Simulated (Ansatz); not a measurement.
**Structure search for TaH₅**

Computed with DFT PBE, scalar-relativistic, plane waves, PAW (Ansatz 0.2.0). Settings: cutoff 420 eV, Γ-centred meshes spaced at most about 0.3 Å⁻¹, and about 0.25 Å⁻¹ or finer for metals (2π included), Gaussian smearing. No spin polarisation.

Energies over the elements count from the elements' standard structures at the same level (H₂ as a molecule), with no fitted energy shifts.

All energies are static (0 K, no zero-point motion). The comparison covers the computed candidates alone. The k mesh leaves some 4 meV/atom of noise in the energy of each metallic cell. No dispersion correction is applied, so the spacing and binding between layers, chains or molecules are poorly described (Immm), and this can change margins and order among such cells. Spin–orbit coupling, which can matter for Ta, is left out. With hydrogen, zero-point motion can shift formation energies by some tens of meV/atom.

Invented guesses were relaxed alike, and ends that match in structure were merged. ΔE counts from the first row. Coordination counts H atoms around Ta (those within 1.25 times the shortest such distance or 1.15 times the sum of covalent radii; a plus sign parts nearer from farther groups). The ends were matched against large subsets of the Crystallography Open Database and the Materials Project, so a missing match doesn't prove that a structure is unreported.

```
#        reached from     type and space group  atoms  Å³/atom  coordination  ΔE (meV/atom)  gap on mesh (eV)  in databases
1  MgSn5 type (P-62m)          P-62m (No. 189)      6      5.7         Ta 12              0              0.00      no match
2  ZrCu5 type (F-43m)          F-43m (No. 216)      6      5.1         Ta 16            260              0.00      no match
3         random cell            Immm (No. 71)      6      9.7          Ta 8            286              0.00      no match
4         random cell            R3m (No. 160)      6      7.6          Ta 7            290              0.00      no match
5  KAu5 type (P6/mmm)  CaCu5, P6/mmm (No. 191)      6      5.1       Ta 6+12            301              0.00      no match
6         random cell         P4/mmm (No. 123)      6      5.1         Ta 20            563              0.00      no match
7         random cell         P4/mmm (No. 123)      6      9.8          Ta 4            914              0.00      no match
```

The lowest: Space group P-62m (No. 189), hexagonal, a = 3.554 Å, c = 3.131 Å. Ta has 6 H at 1.90 Å and 6 H at 2.05 Å; H on a site of symmetry m2m has 2 H at 1.87 Å, 2 Ta at 1.90 Å, 4 H at 2.00 Å and 4 H at 2.15 Å; H on a site of symmetry -6 is surrounded by 9 H at 2.00–2.05 Å and 3 Ta at 2.05 Å. Its energy over the elements is +0.14 eV/atom. The separate elements lie lower, so it is unstable against them. An observed structure of this formula, if there is one, may be missing.

```yaml
crystal:
  lattice:
    - [3.55419, 0.00000, 0.00000]
    - [-1.77710, 3.07802, 0.00000]
    - [0.00000, 0.00000, 3.13116]
  atoms:
    - { symbol: Ta, position: [0.00000, 0.00000, 0.50000] }
    - { symbol: H, position: [0.69627, 0.00000, 0.00000] }
    - { symbol: H, position: [0.30373, 0.30373, 0.00000] }
    - { symbol: H, position: [0.00000, 0.69627, 0.00000] }
    - { symbol: H, position: [0.66667, 0.33333, 0.50000] }
    - { symbol: H, position: [0.33333, 0.66667, 0.50000] }
```

The second: Space group F-43m (No. 216), cubic, a = 4.974 Å. Ta is surrounded by 16 H at 2.06–2.15 Å; around H on a site of symmetry -43m lie 12 H at 2.06 Å and 4 Ta at 2.15 Å; around H on a site of symmetry 3m lie 6 H at 1.75–1.77 Å, 3 Ta at 2.06 Å and 3 H at 2.06 Å. Counting H atoms around Ta, the first has Ta 12 and the second has Ta 16. Shaken at random and relaxed again, row 1 came back. Cells without such a test can be saddle points.

```
CELL_PARAMETERS angstrom
0.00000 2.48679 2.48679
2.48679 0.00000 2.48679
2.48679 2.48679 0.00000
ATOMIC_POSITIONS crystal
Ta 0.00000 0.00000 0.00000
H 0.75000 0.75000 0.75000
H 0.37411 0.87766 0.37411
H 0.37411 0.37411 0.87766
H 0.37411 0.37411 0.37411
H 0.87766 0.37411 0.37411
```

Some structure types and database cells were kept out of the candidates from the start, so a known form may be missing.
